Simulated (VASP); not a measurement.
# TaSi2: equation of state with PBE

TaSi2:

```
CELL_PARAMETERS angstrom
4.78390 0.00000 0.00000
-2.39195 4.14298 0.00000
0.00000 0.00000 6.57000
ATOMIC_POSITIONS crystal
Ta 0.00000 0.50000 0.33333
Ta 0.50000 0.50000 0.66667
Ta 0.50000 0.00000 0.00000
Si 0.31794 0.15897 0.33333
Si 0.15897 0.84103 0.66667
Si 0.84103 0.68206 0.00000
Si 0.68206 0.84103 0.33333
Si 0.84103 0.15897 0.66667
Si 0.15897 0.31794 0.00000
```

```
Program                : VASP 6.6.1
Task                   : equation of state
Functional             : PBE
Potentials or basis    : VASP PAW PBE potentials, release 64 (Ta_pv, Si)
Cutoff                 : 520 eV
k mesh                 : 7 × 7 × 4
Occupations            : fermi-dirac, width 0.05 eV
Spin                   : no spin polarisation
Further INCAR settings : ALGO = Normal; EDIFF = 1e-07; NBANDS = 38
```

- Equilibrium volume: 14.67 Å³/atom
- Bulk modulus at fixed shape and positions: 186 GPa
- Pressure derivative of the bulk modulus: 4.3

Energy against volume, from the lowest point:
| volume (Å³/atom) | energy (meV/atom) |
| --- | --- |
| 13.600 | 51.20 |
| 13.890 | 26.05 |
| 14.179 | 9.71 |
| 14.468 | 1.29 |
| 14.758 | 0.00 |
| 15.047 | 5.14 |
| 15.336 | 16.05 |

All runs of the series together: 10 min on 1 thread of Intel(R) Xeon(R) Platinum 8488C (Sapphire Rapids) (shared host).

Caveat: the cell was scaled at fixed shape and fractional positions, which overstates the stiffness of a crystal with free parameters, most of all of layers and chains. Spin-orbit coupling is left out, which matters for the levels of Ta.
